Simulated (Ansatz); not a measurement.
# Al (Aluminum): the cost of one run

Program: Ansatz 0.2.0. Level of theory: DFT PBE, scalar-relativistic, plane waves, PAW. These are calculated values, not measurements.

## (1) The structure to begin with

The structure is cubic, space group Fm-3m (No. 225). Conventional cell: a = 4.041 Å, b = 4.041 Å, c = 4.041 Å, α = 90.00°, β = 90.00°, γ = 90.00°. Around Al (site symmetry m-3m) lie 12 Al at 2.86 Å.

Structure file:

```xyz
1
Lattice="0.0000 2.0207 2.0207 2.0207 0.0000 2.0207 2.0207 2.0207 0.0000" Properties=species:S:1:pos:R:3 pbc="T T T"
Al    0.0000    0.0000    0.0000
```

This cell was relaxed beforehand with the same method: volume 16.50 Å³/atom, gap on the mesh none (metal).

## (2) Bands, states and charges

Input file input.yaml:

```yaml
crystal:
  lattice:
    - [0.0, 2.0207284053, 2.0207284053]
    - [2.0207284053, 0.0, 2.0207284053]
    - [2.0207284053, 2.0207284053, 0.0]
  atoms:
    - { symbol: Al, position: [0.0, 0.0, 0.0] }
basis:
  ecutwfc: 420
kpoints:
  mp_grid: { grid: [18, 18, 18] }
  band_path:
    path:
      - [[0.0, 0.0, 0.0], [0.5, 0.0, 0.5], [0.625, 0.25, 0.625]]
      - [[0.375, 0.375, 0.75], [0.0, 0.0, 0.0], [0.5, 0.5, 0.5], [0.5, 0.25, 0.75], [0.5, 0.0, 0.5]]
    npoints: 14
hamiltonian:
  xc: pbe
scf:
  occupations: { method: gaussian, width: 0.1 }
  n_extra_bands: 6
output:
  forces: true
  stress: true
  eigenvalues: true
  populations: true
  dos: { projected: true, de: 0.02, nscf_kmesh: { grid: [27, 27, 27] } }
  bader: true
  write_density: true
  write_potential: true
  elf: true
  volumetric_format: npy
```

Run with:

```bash
ansatz run input.yaml --threads 1 --pin off --max-ram 2560MiB --backend cpu --events-out ev --progress --plain --runs-dir out
```

Q: Estimate wall time and peak memory on 1 thread of Intel Xeon 6975P-C (Granite Rapids), shared host.

About 7.8 s, with a peak of 0.32 GiB.
